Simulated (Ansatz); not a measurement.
**128-atom supercell of zincblende ZnS**

Aim: the perfect cell at several levels of theory (PBEsol, HSE06 and r²SCAN), as the reference that defects and stacks are counted from.

All numbers are computed with Ansatz 0.2.0 (PAW, plane waves).

**1. Starting point**

128 atoms (64 Zn, 64 S); a = 15.150 Å, b = 15.150 Å, c = 15.150 Å, α = 60.00°, β = 60.00°, γ = 60.00°.

Steps to follow: (2) PBEsol single point at the single k point (¼, ¼, ¼), on 1 × data-centre GPU with 8 threads; (3) HSE06 single point at the single k point (¼, ¼, ¼), on 1 × data-centre GPU with 8 threads; (4) r²SCAN single point at the single k point (¼, ¼, ¼), on 1 × data-centre GPU with 8 threads.

**2. PBEsol on the given atoms**

in.yaml reads:

```yaml
crystal:
  lattice:
    - [0.000000, 10.712536, 10.712536]
    - [10.712536, 0.000000, 10.712536]
    - [10.712536, 10.712536, 0.000000]
  atoms:
    - { symbol: Zn, position: [0.000000, 0.000000, 0.000000] }
    - { symbol: Zn, position: [0.500000, 0.000000, 0.000000] }
    - { symbol: Zn, position: [0.000000, 0.500000, 0.000000] }
    - { symbol: Zn, position: [0.000000, 0.000000, 0.500000] }
    - { symbol: Zn, position: [0.250000, 0.250000, 0.250000] }
    - { symbol: Zn, position: [0.500000, 0.500000, 0.000000] }
    - { symbol: Zn, position: [0.500000, 0.000000, 0.500000] }
    - { symbol: Zn, position: [0.750000, 0.250000, 0.250000] }
    - { symbol: Zn, position: [0.000000, 0.500000, 0.500000] }
    - { symbol: Zn, position: [0.250000, 0.750000, 0.250000] }
    - { symbol: Zn, position: [0.250000, 0.250000, 0.750000] }
    - { symbol: Zn, position: [0.500000, 0.500000, 0.500000] }
    - { symbol: Zn, position: [0.750000, 0.750000, 0.250000] }
    - { symbol: Zn, position: [0.750000, 0.250000, 0.750000] }
    - { symbol: Zn, position: [0.250000, 0.750000, 0.750000] }
    - { symbol: Zn, position: [0.750000, 0.750000, 0.750000] }
    - { symbol: Zn, position: [0.000000, 0.000000, 0.250000] }
    - { symbol: Zn, position: [0.250000, 0.250000, 0.000000] }
    - { symbol: Zn, position: [0.500000, 0.000000, 0.250000] }
    - { symbol: Zn, position: [0.750000, 0.250000, 0.000000] }
    - { symbol: Zn, position: [0.000000, 0.500000, 0.250000] }
    - { symbol: Zn, position: [0.250000, 0.750000, 0.000000] }
    - { symbol: Zn, position: [0.000000, 0.000000, 0.750000] }
    - { symbol: Zn, position: [0.250000, 0.250000, 0.500000] }
    - { symbol: Zn, position: [0.500000, 0.500000, 0.250000] }
    - { symbol: Zn, position: [0.750000, 0.750000, 0.000000] }
    - { symbol: Zn, position: [0.500000, 0.000000, 0.750000] }
    - { symbol: Zn, position: [0.750000, 0.250000, 0.500000] }
    - { symbol: Zn, position: [0.000000, 0.500000, 0.750000] }
    - { symbol: Zn, position: [0.250000, 0.750000, 0.500000] }
    - { symbol: Zn, position: [0.500000, 0.500000, 0.750000] }
    - { symbol: Zn, position: [0.750000, 0.750000, 0.500000] }
    - { symbol: Zn, position: [0.000000, 0.250000, 0.000000] }
    - { symbol: Zn, position: [0.250000, 0.000000, 0.250000] }
    - { symbol: Zn, position: [0.500000, 0.250000, 0.000000] }
    - { symbol: Zn, position: [0.750000, 0.000000, 0.250000] }
    - { symbol: Zn, position: [0.000000, 0.750000, 0.000000] }
    - { symbol: Zn, position: [0.000000, 0.250000, 0.500000] }
    - { symbol: Zn, position: [0.250000, 0.500000, 0.250000] }
    - { symbol: Zn, position: [0.500000, 0.750000, 0.000000] }
    - { symbol: Zn, position: [0.250000, 0.000000, 0.750000] }
    - { symbol: Zn, position: [0.500000, 0.250000, 0.500000] }
    - { symbol: Zn, position: [0.750000, 0.500000, 0.250000] }
    - { symbol: Zn, position: [0.750000, 0.000000, 0.750000] }
    - { symbol: Zn, position: [0.000000, 0.750000, 0.500000] }
    - { symbol: Zn, position: [0.250000, 0.500000, 0.750000] }
    - { symbol: Zn, position: [0.500000, 0.750000, 0.500000] }
    - { symbol: Zn, position: [0.750000, 0.500000, 0.750000] }
    - { symbol: Zn, position: [0.250000, 0.000000, 0.000000] }
    - { symbol: Zn, position: [0.750000, 0.000000, 0.000000] }
    - { symbol: Zn, position: [0.000000, 0.250000, 0.250000] }
    - { symbol: Zn, position: [0.250000, 0.500000, 0.000000] }
    - { symbol: Zn, position: [0.250000, 0.000000, 0.500000] }
    - { symbol: Zn, position: [0.500000, 0.250000, 0.250000] }
    - { symbol: Zn, position: [0.750000, 0.500000, 0.000000] }
    - { symbol: Zn, position: [0.750000, 0.000000, 0.500000] }
    - { symbol: Zn, position: [0.000000, 0.750000, 0.250000] }
    - { symbol: Zn, position: [0.000000, 0.250000, 0.750000] }
    - { symbol: Zn, position: [0.250000, 0.500000, 0.500000] }
    - { symbol: Zn, position: [0.500000, 0.750000, 0.250000] }
    - { symbol: Zn, position: [0.500000, 0.250000, 0.750000] }
    - { symbol: Zn, position: [0.750000, 0.500000, 0.500000] }
    - { symbol: Zn, position: [0.000000, 0.750000, 0.750000] }
    - { symbol: Zn, position: [0.500000, 0.750000, 0.750000] }
    - { symbol: S, position: [0.062500, 0.062500, 0.062500] }
    - { symbol: S, position: [0.562500, 0.062500, 0.062500] }
    - { symbol: S, position: [0.062500, 0.562500, 0.062500] }
    - { symbol: S, position: [0.062500, 0.062500, 0.562500] }
    - { symbol: S, position: [0.312500, 0.312500, 0.312500] }
    - { symbol: S, position: [0.562500, 0.562500, 0.062500] }
    - { symbol: S, position: [0.562500, 0.062500, 0.562500] }
    - { symbol: S, position: [0.812500, 0.312500, 0.312500] }
    - { symbol: S, position: [0.062500, 0.562500, 0.562500] }
    - { symbol: S, position: [0.312500, 0.812500, 0.312500] }
    - { symbol: S, position: [0.312500, 0.312500, 0.812500] }
    - { symbol: S, position: [0.562500, 0.562500, 0.562500] }
    - { symbol: S, position: [0.812500, 0.812500, 0.312500] }
    - { symbol: S, position: [0.812500, 0.312500, 0.812500] }
    - { symbol: S, position: [0.312500, 0.812500, 0.812500] }
    - { symbol: S, position: [0.812500, 0.812500, 0.812500] }
    - { symbol: S, position: [0.062500, 0.062500, 0.312500] }
    - { symbol: S, position: [0.312500, 0.312500, 0.062500] }
    - { symbol: S, position: [0.562500, 0.062500, 0.312500] }
    - { symbol: S, position: [0.812500, 0.312500, 0.062500] }
    - { symbol: S, position: [0.062500, 0.562500, 0.312500] }
    - { symbol: S, position: [0.312500, 0.812500, 0.062500] }
    - { symbol: S, position: [0.062500, 0.062500, 0.812500] }
    - { symbol: S, position: [0.312500, 0.312500, 0.562500] }
    - { symbol: S, position: [0.562500, 0.562500, 0.312500] }
    - { symbol: S, position: [0.812500, 0.812500, 0.062500] }
    - { symbol: S, position: [0.562500, 0.062500, 0.812500] }
    - { symbol: S, position: [0.812500, 0.312500, 0.562500] }
    - { symbol: S, position: [0.062500, 0.562500, 0.812500] }
    - { symbol: S, position: [0.312500, 0.812500, 0.562500] }
    - { symbol: S, position: [0.562500, 0.562500, 0.812500] }
    - { symbol: S, position: [0.812500, 0.812500, 0.562500] }
    - { symbol: S, position: [0.062500, 0.312500, 0.062500] }
    - { symbol: S, position: [0.312500, 0.062500, 0.312500] }
    - { symbol: S, position: [0.562500, 0.312500, 0.062500] }
    - { symbol: S, position: [0.812500, 0.062500, 0.312500] }
    - { symbol: S, position: [0.062500, 0.812500, 0.062500] }
    - { symbol: S, position: [0.062500, 0.312500, 0.562500] }
    - { symbol: S, position: [0.312500, 0.562500, 0.312500] }
    - { symbol: S, position: [0.562500, 0.812500, 0.062500] }
    - { symbol: S, position: [0.312500, 0.062500, 0.812500] }
    - { symbol: S, position: [0.562500, 0.312500, 0.562500] }
    - { symbol: S, position: [0.812500, 0.562500, 0.312500] }
    - { symbol: S, position: [0.812500, 0.062500, 0.812500] }
    - { symbol: S, position: [0.062500, 0.812500, 0.562500] }
    - { symbol: S, position: [0.312500, 0.562500, 0.812500] }
    - { symbol: S, position: [0.562500, 0.812500, 0.562500] }
    - { symbol: S, position: [0.812500, 0.562500, 0.812500] }
    - { symbol: S, position: [0.312500, 0.062500, 0.062500] }
    - { symbol: S, position: [0.812500, 0.062500, 0.062500] }
    - { symbol: S, position: [0.062500, 0.312500, 0.312500] }
    - { symbol: S, position: [0.312500, 0.562500, 0.062500] }
    - { symbol: S, position: [0.312500, 0.062500, 0.562500] }
    - { symbol: S, position: [0.562500, 0.312500, 0.312500] }
    - { symbol: S, position: [0.812500, 0.562500, 0.062500] }
    - { symbol: S, position: [0.812500, 0.062500, 0.562500] }
    - { symbol: S, position: [0.062500, 0.812500, 0.312500] }
    - { symbol: S, position: [0.062500, 0.312500, 0.812500] }
    - { symbol: S, position: [0.312500, 0.562500, 0.562500] }
    - { symbol: S, position: [0.562500, 0.812500, 0.312500] }
    - { symbol: S, position: [0.562500, 0.312500, 0.812500] }
    - { symbol: S, position: [0.812500, 0.562500, 0.562500] }
    - { symbol: S, position: [0.062500, 0.812500, 0.812500] }
    - { symbol: S, position: [0.562500, 0.812500, 0.812500] }
  symmetry: { detect: false }
kpoints:
  mp_grid: { grid: [1, 1, 1], shift: [0.25, 0.25, 0.25] }
hamiltonian:
  xc: pbesol
scf:
  occupations: { method: fermi_dirac, width: 0.01 }
output:
  forces: true
  eigenvalues: true
  stress: true
  populations: true
  eigenstates: { kpoints: [[0.25, 0.25, 0.25]], e_range: [-6.0, 6.0], localisation: true }
```

**3. Single point with HSE06**

Edit in.yaml of step 2 so:

```diff
@@ -138,3 +138,3 @@
 hamiltonian:
-  xc: pbesol
+  xc: hse06
 scf:
@@ -144,3 +144,2 @@
   eigenvalues: true
-  stress: true
   populations: true
```

**4. r²SCAN on the same atoms**

Edit in.yaml of step 3 so:

```diff
@@ -138,3 +138,3 @@
 hamiltonian:
-  xc: hse06
+  xc: r2scan
 scf:
```

Q: Predict the outcome of this session. Wanted: for each run, top filled to lowest empty; energy; pressure.

As calculated:

```
 level           time  top filled to lowest empty (eV)  energy (eV/atom)  pressure (GPa)
PBEsol     37 s (GPU)                             2.43        -2083.7074            0.19
 HSE06  4.3 min (GPU)                             3.80        -2111.6855               -
r²SCAN     54 s (GPU)                             3.10        -2116.7129               -
```

**In words.** At the same k points, PBEsol gives a spacing 1.37 eV smaller and r²SCAN gives a spacing 0.70 eV smaller than the 3.80 eV of HSE06. Exact exchange costs time: HSE06 ran about 7 times as long as PBEsol on the same kind of device. With one k point the spacing samples only the states that fold onto it, so it can exceed the gap over the zone.
